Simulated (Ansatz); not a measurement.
I:

```xyz
4
Lattice="3.6350 -2.3950 0.0000 3.6350 2.3950 0.0000 0.0000 0.0000 9.7934" Properties=species:S:1:pos:R:3 pbc="T T T"
I     3.6350   -0.7152    3.7646
I     3.6350    1.6799    1.1321
I     3.6350    0.7152    6.0288
I     3.6350   -1.6799    8.6613
```

Base run:

```yaml
Program: Ansatz 0.2.0
Functional: HSE06 form with a typed share of exact exchange
Potentials_or_basis: Ansatz PAW
Cutoff: 420 eV
Density_cutoff: 1680 eV
k_mesh: 4 × 4 × 2
Occupations: fermi-dirac, width 0.05 eV
Spin: no spin polarisation
```

Its results: band gap on the k mesh 2.46 eV, indirect (least direct gap 2.69 eV); largest force 0.242 eV/Å.

Problem. The run is repeated on the same cell with these changes: screening (1/å) from 0.1 to 0.2. What comes out?

Solution. Band gap on the k mesh 2.16 eV, indirect (least direct gap 2.37 eV); largest force 0.295 eV/Å.

Caveats: spin-orbit coupling is left out, which moves the levels of the heavy elements; the PAW data sets come from PBE, with cores solved anew for the run's functional, which leaves a small shift of forces and pressure.

A k mesh can miss the band edges.

Not every run made on this cell is shown here.
